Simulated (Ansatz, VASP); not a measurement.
**Two plane-wave programs on KF**

Contents of POSCAR:

```
KF
1.0
    0.0000000000      2.6893439029      2.6893439029
    2.6893439029      0.0000000000      2.6893439029
    2.6893439029      2.6893439029      0.0000000000
K F
1 1
Direct
    0.0000000000      0.0000000000      0.0000000000
    0.5000000000      0.5000000000      0.5000000000
```

The input INCAR.step1:

```
PREC = Accurate ; ENCUT = 520
ISMEAR = -1 ; SIGMA = 0.02
LREAL = False ; LASPH = True
NELM = 100 ; NBANDS = 15
GGA = PE ; ALGO = Normal
EDIFF = 1E-4 ; LWAVE = True
LCHARG = False
```

The input INCAR.step2:

```
PREC = Accurate ; ENCUT = 520
EDIFF = 1E-8 ; ISMEAR = -1
SIGMA = 0.02 ; LREAL = False
LASPH = True ; NELM = 100
ALGO = Normal ; ISIF = 2
LWAVE = False ; LCHARG = False
METAGGA = R2SCAN ; LMIXTAU = True
LEFG = True ; NBANDS = 15
ISTART = 1
```

The input KPOINTS:

```
Automatic mesh
0
Gamma
  9 9 9
```

Input for Ansatz:

```yaml
crystal:
  lattice:
    - [0.0, 2.6893439029, 2.6893439029]
    - [2.6893439029, 0.0, 2.6893439029]
    - [2.6893439029, 2.6893439029, 0.0]
  atoms:
    - { symbol: K, position: [0.0, 0.0, 0.0] }
    - { symbol: F, position: [0.5, 0.5, 0.5] }
kpoints:
  mp_grid: { grid: [9, 9, 9] }
scf:
  occupations: { method: fermi_dirac, width: 0.02 }
hamiltonian:
  xc: r2scan
  pseudopotentials: { kind: paw }
output:
  forces: true
  stress: true
  eigenvalues: true
  efg: { contact_densities: true }
```

Change from the starting cell: volume scaled by 1.04, PAW files.

Alike in both runs: task electric field gradients; functional r2SCAN; k mesh 9 × 9 × 9; occupations fermi-dirac, width 0.02 eV; no spin polarisation.

```csv
,VASP,Ansatz
version,VASP 6.6.1,Ansatz 0.2.0
potentials or method,"VASP PAW PBE potentials, release 64 (K_sv, F)","PAW with Ansatz's default frozen-core files, scalar-relativistic"
plane-wave cutoff (eV),520,500
valence electrons in the cell,16,16
```

Ansatz gave:

```
gap on the k mesh at the Fermi level (eV)                      : 6.73
pressure (GPa)                                                 : -1.1
Vzz of the field gradient on the site that differs most (V/Å²) : 0.0
```

Q: Which values does VASP return?

A: gap on the k mesh at the Fermi level (eV): 6.73; pressure (GPa): -1.2; Vzz of the field gradient on the site that differs most (V/Å²): 0.0.

Caveats: the PAW data sets were made with another functional, which shifts forces and pressure a little (VASP); an odd mesh through Γ misses points on the zone boundary, where band edges often lie.
